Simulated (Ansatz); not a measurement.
The calculation used DFT PBE, scalar-relativistic, plane waves, PAW (Ansatz 0.2.0). All cells share a 420 eV cutoff and Γ-centred k meshes spaced at most about 0.3 Å⁻¹ (about 0.25 or finer for metals, 2π included). No spin polarisation.

These are static total energies at zero pressure.

Two relaxed structures of SnH:

1.

Space group P6/mmm (No. 191). a = 5.190 Å, b = 5.190 Å, c = 3.181 Å, α = 90.00°, β = 90.00°, γ = 120.00°
```tsv
atom	site	symmetry	x	y	z
Sn	2c	-6m2	0.3333	0.6667	0.0000
H	2e	6mm	0.0000	0.0000	0.3804
```

2.

Space group P-3m1 (No. 164). a = 4.727 Å, b = 4.727 Å, c = 5.714 Å, α = 90.00°, β = 90.00°, γ = 120.00°
| atom | site | symmetry | x | y | z |
| --- | --- | --- | --- | --- | --- |
| Sn | 2d | 3m. | 0.6667 | 0.3333 | 0.9291 |
| H | 2d | 3m. | 0.6667 | 0.3333 | 0.6249 |

Question: Which form is favoured at zero pressure, and by what margin per atom?

Answer: Cell 1 is lower, by 59 meV/atom. Cell 1 has space group P6/mmm (No. 191), 18.5 Å³/atom and no gap on its mesh; cell 2 has space group P-3m1 (No. 164), 27.6 Å³/atom and a gap of 0.14 eV. Counting H atoms around Sn (those within 1.25 times the shortest such distance or 1.15 times the sum of covalent radii, 1.27 where that leaves under three; a plus sign parts nearer from farther groups; the shortest distance is added where it exceeds 1.18 times the sum of covalent radii), cell 1 has Sn 6+6 from 3.2 Å and cell 2 has Sn 1. Cell 1 holds H–H pairs as short as in free H₂ molecules (shortest 0.76 Å); in cell 2 the shortest H–H distance is 3.08 Å. Even the lower one lies +0.14 eV/atom against the reference forms of the elements (uncorrected), a margin that errors in the energy of the gaseous reference can exceed. In cell 1, Sn is surrounded by 3 Sn at 3.00 Å, 2 Sn at 3.18 Å and 6 H at 3.23 Å; around H lie 1 H at 0.76 Å, 1 H at 2.42 Å, 2 H at 3.18 Å and 6 Sn at 3.23 Å. In cell 2, Sn is surrounded by 1 H at 1.74 Å; H is surrounded by 1 Sn at 1.74 Å. Both come from invented guesses.

No dispersion correction is applied, so the spacing and binding between layers, chains or molecules are poorly described (P-3m1), and this can change margins and order among such cells. Kohn–Sham gaps at this level usually fall short of measured ones. With hydrogen, zero-point motion can shift such differences by 10 meV/atom or more. Cells relaxed within their symmetry can be saddle points.
